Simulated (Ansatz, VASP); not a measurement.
# Ru: VASP beside Ansatz

Contents of INCAR:

```
ALGO = Normal
EDIFF = 1E-6
ENCUT = 520
GGA = PE
ISIF = 2
ISMEAR = -1
LASPH = True
LCHARG = True
LELF = True
LREAL = False
LVHAR = True
LWAVE = False
NBANDS = 21
NELM = 80
PREC = Accurate
SIGMA = 0.03
```

The input KPOINTS:

```
k-points
0
Gamma
  14 14 8
```

File POSCAR:

```
Ru
1.0
    2.7237190573      0.0000000000      0.0000000000
   -1.3618595287      2.3588098964      0.0000000000
    0.0000000000      0.0000000000      4.3102577801
Ru
2
Direct
    0.3333333333      0.6666666667      0.2500000000
    0.6666666667      0.3333333333      0.7500000000
```

Input for Ansatz:

```yaml
crystal:
  lattice:
    - [2.7237190573, 0.0, 0.0]
    - [-1.3618595287, 2.3588098964, 0.0]
    - [0.0, 0.0, 4.3102577801]
  atoms:
    - { symbol: Ru, position: [0.3333333333, 0.6666666667, 0.25] }
    - { symbol: Ru, position: [0.6666666667, 0.3333333333, 0.75] }
kpoints:
  mp_grid: { grid: [14, 14, 8] }
  band_path:
    path:
      - [0.0, 0.0, 0.0]
      - [0.5, 0.0, 0.0]
      - [0.3333333333, 0.3333333333, 0.0]
      - [0.0, 0.0, 0.0]
      - [0.0, 0.0, 0.5]
      - [0.5, 0.0, 0.5]
      - [0.3333333333, 0.3333333333, 0.5]
      - [0.0, 0.0, 0.5]
      - [0.5, 0.0, 0.5]
    npoints: 5
scf:
  occupations: { method: fermi_dirac, width: 0.03 }
hamiltonian:
  xc: pbe
  pseudopotentials: { kind: all_electron, lapw: { basis_error: 0.0005 } }
output:
  forces: true
  stress: true
  eigenvalues: true
```

Change from the starting cell: volume scaled by 1.02.

Alike in both runs: task single point; functional PBE; k mesh 14 × 14 × 8; occupations fermi-dirac, width 0.03 eV; no spin polarisation.

|  | VASP | Ansatz |
| --- | --- | --- |
| version | VASP 6.6.1 | Ansatz 0.2.0 |
| potentials or method | VASP PAW PBE potentials, release 64 (Ru_pv) | all-electron LAPW, scalar-relativistic |
| plane-wave cutoff (eV) | 520 | see its input |

|  | VASP | Ansatz | Ansatz less VASP |
| --- | --- | --- | --- |
| pressure (GPa) | -1.9 | -1.8 | +0.04 |
| largest component of the traceless stress (GPa) | 1.28 | 1.31 | +0.031 |

Ansatz ran all-electron here, so the differences hold the error of VASP's frozen core and of both bases.
